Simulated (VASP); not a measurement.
VASP 6.6.1, r²SCAN single-point calculation, CdTe (strained zincblende)

INCAR

```
EDIFF = 1E-7
LWAVE = .FALSE.
SIGMA = 0.01
ALGO = Normal
LCHARG = .FALSE.
PREC = Accurate
METAGGA = R2SCAN
NELM = 120
ENCUT = 520
IBRION = -1
NSW = 0
LASPH = .TRUE.
ISMEAR = 0
NBANDS = 16
LREAL = .FALSE.
ISIF = 2
```

KPOINTS

```
KPOINTS created by Atomic Simulation Environment
0
Gamma
6 6 6
0 0 0
```

KPOINTS_OPT

```
special points
6
Reciprocal
0.0000000000 0.0000000000 0.0000000000 1
-0.5000000000 -0.5000000000 0.0000000000 1
-0.3750000000 -0.3750000000 0.2500000000 1
-0.3750000000 0.0000000000 0.3750000000 1
0.0000000000 0.0000000000 0.5000000000 1
-0.5000000000 -0.2500000000 0.2500000000 1
```

POSCAR

```
Cd Te
 1.0000000000000000
     0.0000000000000000    3.2799551162000000    3.1815564627000001
     3.2799551162000000    0.0000000000000000    3.1815564627000001
     3.2799551162000000    3.2799551162000000    0.0000000000000000
 Cd  Te
   1   1
Cartesian
  0.0000000000000000  0.0000000000000000  0.0000000000000000
  1.6399775581000000  1.6399775581000000  1.5907782313500001
```

VASP ran with the recommended PBE PAW datasets (18 valence electrons in the cell).

Command

```
mpirun -np 1 vasp_std
```

From OUTCAR

```
k-points           NKPTS =     30   k-points in BZ     NKDIM =     30   number of bands    NBANDS=     16

   NELECT =      18.0000    total number of electrons

   dimension x,y,z NGX =    36 NGY =   36 NGZ =   36
   dimension x,y,z NGXF=    72 NGYF=   72 NGZF=   72

  energy-cutoff  :      520.00
  volume of cell :       68.46
      direct lattice vectors                 reciprocal lattice vectors
     0.000000000  3.279955116  3.181556463    -0.152441110  0.152441110  0.157155784
     3.279955116  0.000000000  3.181556463     0.152441110 -0.152441110  0.157155784
     3.279955116  3.279955116  0.000000000     0.152441110  0.152441110 -0.157155784

 k-points in reciprocal lattice and weights: KPOINTS created by Atomic Simulation Env
   0.00000000  0.00000000  0.00000000       0.005
   0.16666667  0.00000000  0.00000000       0.037
   0.33333333  0.00000000  0.00000000       0.037
   0.50000000  0.00000000  0.00000000       0.019
   0.16666667  0.16666667  0.00000000       0.009
   0.33333333  0.16666667  0.00000000       0.037
   0.50000000  0.16666667  0.00000000       0.037
  -0.33333333  0.16666667  0.00000000       0.037
   ...

 E-fermi :   2.2290

 k-point     1 :       0.0000    0.0000    0.0000
  band No.  band energies     occupation
      1      -9.4418      2.00000
      2      -6.4962      2.00000
      3      -6.4962      2.00000
      4      -6.4889      2.00000
      5      -6.2162      2.00000
      6      -6.2125      2.00000
      7       2.0163      2.00000
      8       2.0163      2.00000
      9       2.1129      2.00000
     10       3.2988      0.00000
     11       7.0800      0.00000
     12       7.0912      0.00000
     13       7.0912      0.00000
     14       9.9727      0.00000
     15      11.6561      0.00000
     16      12.0485      0.00000

 k-point     2 :       0.1667    0.0000    0.0000
  band No.  band energies     occupation
      1      -9.3397      2.00000
      2      -6.4769      2.00000
      3      -6.4719      2.00000
      4      -6.4039      2.00000
      5      -6.2163      2.00000
      6      -6.2142      2.00000
      7       0.3723      2.00000
      8       1.7764      2.00000
      9       1.8662      2.00000
     10       4.3231      0.00000
     11       7.1531      0.00000
     12       7.4167      0.00000
     13       7.4662      0.00000
     14      10.8536      0.00000
     15      10.8867      0.00000
     16      11.1752      0.00000

 k-point     3 :       0.3333    0.0000    0.0000
  band No.  band energies     occupation
      1      -9.1365      2.00000
      2      -6.4438      2.00000
      3      -6.4368      2.00000
      4      -6.2144      2.00000
      5      -6.2097      2.00000
      6      -6.1053      2.00000
      7      -1.5380      2.00000
      8       1.3710      2.00000
      9       1.5012      2.00000
     10       4.3872      0.00000
     11       7.6190      0.00000
     12       7.7607      0.00000
     13       8.7410      0.00000
     14      10.5582      0.00000
     15      11.4289      0.00000
     16      11.4413      0.00000

 k-point     4 :       0.5000    0.0000    0.0000
  band No.  band energies     occupation
      1      -9.0376      2.00000
      2      -6.4308      2.00000
      3      -6.4225      2.00000
      4      -6.2091      2.00000
      5      -6.2021      2.00000
      6      -5.8447      2.00000
      7      -2.4128      2.00000
      8       1.1937      2.00000
      9       1.3417      2.00000
     10       4.2672      0.00000
     11       7.5449      0.00000
     12       7.7428      0.00000
     13       9.4704      0.00000
     14      11.2511      0.00000
     15      12.8187      0.00000
     16      13.0384      0.00000

 k-point     5 :       0.1667    0.1667    0.0000
  band No.  band energies     occupation
      1      -9.3024      2.00000
      2      -6.4569      2.00000
      3      -6.4569      2.00000
      4      -6.4002      2.00000
      5      -6.2164      2.00000
      6      -6.2072      2.00000
      7       0.4495      2.00000
      8       1.3934      2.00000
      9       1.3934      2.00000
     10       4.9372      0.00000
     11       6.1079      0.00000
     12       8.0494      0.00000
     13       8.0494      0.00000
     14       9.8190      0.00000
     15      11.8865      0.00000
     16      11.9256      0.00000

 k-point     6 :       0.3333    0.1667    0.0000
  band No.  band energies     occupation
      1      -9.1331      2.00000
      2      -6.4270      2.00000
      3      -6.4190      2.00000
      4      -6.2741      2.00000
      5      -6.1993      2.00000
      6      -6.1168      2.00000
      7      -1.0359      2.00000
      8       0.9493      2.00000
      9       0.9619      2.00000
     10       5.2450      0.00000
     11       6.4371      0.00000
     12       8.2302      0.00000
     13       8.5679      0.00000
     14      10.5070      0.00000
     15      12.2851      0.00000
     16      12.3537      0.00000

 k-point     7 :       0.5000    0.1667    0.0000
  band No.  band energies     occupation
      1      -9.0051      2.00000
      2      -6.4080      2.00000
      3      -6.4029      2.00000
      4      -6.2359      2.00000
      5      -6.1993      2.00000
      6      -5.8104      2.00000
      7      -2.1831      2.00000
      8       0.4667      2.00000
      9       0.8639      2.00000
     10       5.1432      0.00000
     11       7.1523      0.00000
     12       8.3372      0.00000
     13       8.9669      0.00000
     14      11.4264      0.00000
     15      12.7559      0.00000
     16      13.0621      0.00000

 k-point     8 :      -0.3333    0.1667    0.0000
  band No.  band energies     occupation
      1      -9.0404      2.00000
      2      -6.4176      2.00000
      3      -6.4084      2.00000
      4      -6.2179      2.00000
      5      -6.2155      2.00000
      6      -5.9125      2.00000
      7      -1.8985      2.00000
      8       0.3312      2.00000
      9       1.1654      2.00000
     10       5.2364      0.00000
     11       7.3679      0.00000
     12       8.0663      0.00000
     13       8.9085      0.00000
     14      10.9833      0.00000
     15      11.7659      0.00000
     16      12.9505      0.00000

 k-point     9 :      -0.1667    0.1667    0.0000
  band No.  band energies     occupation
      1      -9.2067      2.00000
      2      -6.4548      2.00000
      3      -6.4322      2.00000
      4      -6.2609      2.00000
      5      -6.2236      2.00000
      6      -6.2010      2.00000
      7      -0.6248      2.00000
      8       0.8570      2.00000
      9       1.6364      2.00000
     10       5.1306      0.00000
     11       7.2438      0.00000
     12       7.6507      0.00000
     13       7.8683      0.00000
     14      10.1158      0.00000
     15      11.4786      0.00000
     16      12.4789      0.00000

 k-point    10 :       0.3333    0.3333    0.0000
  band No.  band energies     occupation
      1      -9.0328      2.00000
      2      -6.3709      2.00000
      3      -6.3709      2.00000
      4      -6.3134      2.00000
      5      -6.1891      2.00000
      6      -5.9823      2.00000
      7      -1.3208      2.00000
      8       0.4578      2.00000
      9       0.4578      2.00000
     10       4.9575      0.00000
     11       5.5290      0.00000
     12      10.0231      0.00000
     13      10.0617      0.00000
     14      10.0617      0.00000
     15      12.6737      0.00000
     16      14.6766      0.00000

 k-point    11 :       0.5000    0.3333    0.0000
  band No.  band energies     occupation
      1      -8.9402      2.00000
      2      -6.3647      2.00000
      3      -6.3485      2.00000
      4      -6.2883      2.00000
      5      -6.1891      2.00000
      6      -5.7208      2.00000
      7      -1.9885      2.00000
      8      -0.1627      2.00000
      9       0.3114      2.00000
     10       5.0758      0.00000
     11       5.9664      0.00000
     12       9.5728      0.00000
     13      10.2200      0.00000
     14      11.8495      0.00000
     15      13.2487      0.00000
     16      14.1734      0.00000

 k-point    12 :      -0.3333    0.3333    0.0000
  band No.  band energies     occupation
      1      -8.9444      2.00000
      2      -6.3822      2.00000
      3      -6.3690      2.00000
      4      -6.2470      2.00000
      5      -6.2066      2.00000
      6      -5.6782      2.00000
      7      -2.0558      2.00000
      8      -0.5572      2.00000
      9       0.6243      2.00000
     10       5.3267      0.00000
     11       7.4669      0.00000
     12       9.3522      0.00000
     13       9.5779      0.00000
     14       9.9844      0.00000
     15      11.4774      0.00000
     16      15.1511      0.00000

 ...

  Total        0.5267860      0.5267860      0.7193841      0.0000000      0.0000000      0.0000000
  in kB       12.3293274     12.3293274     16.8370498      0.0000000      0.0000000      0.0000000
  external PRESSURE =      13.8319015 kB  Pullay stress =       0.0000000 kB

 POSITION                                       TOTAL-FORCE (eV/Angst)
 -----------------------------------------------------------------------------------
      0.00000      0.00000      0.00000         0.000000      0.000000     -0.000000
      1.63998      1.63998      1.59078        -0.000000     -0.000000      0.000000
 -----------------------------------------------------------------------------------
    total drift:                               -0.000001     -0.000001     -0.000001

  FREE ENERGIE OF THE ION-ELECTRON SYSTEM (eV)
  ---------------------------------------------------
  free  energy   TOTEN  =       -46.6298492565 eV

  energy  without entropy=      -46.6298492565  energy(sigma->0) =      -46.62984926
```

| Quantity | Value |
| --- | --- |
| gap between bands v and c | 1.19 eV |
| least direct gap | 1.19 eV |
| pressure | 1.4 GPa |

Band v is the last that the valence electrons fill when counted band by band, and c is the next.

The run took about 1.9 min on one core of a shared host (Intel Xeon Platinum 8488C) and held 0.23 GiB at most.
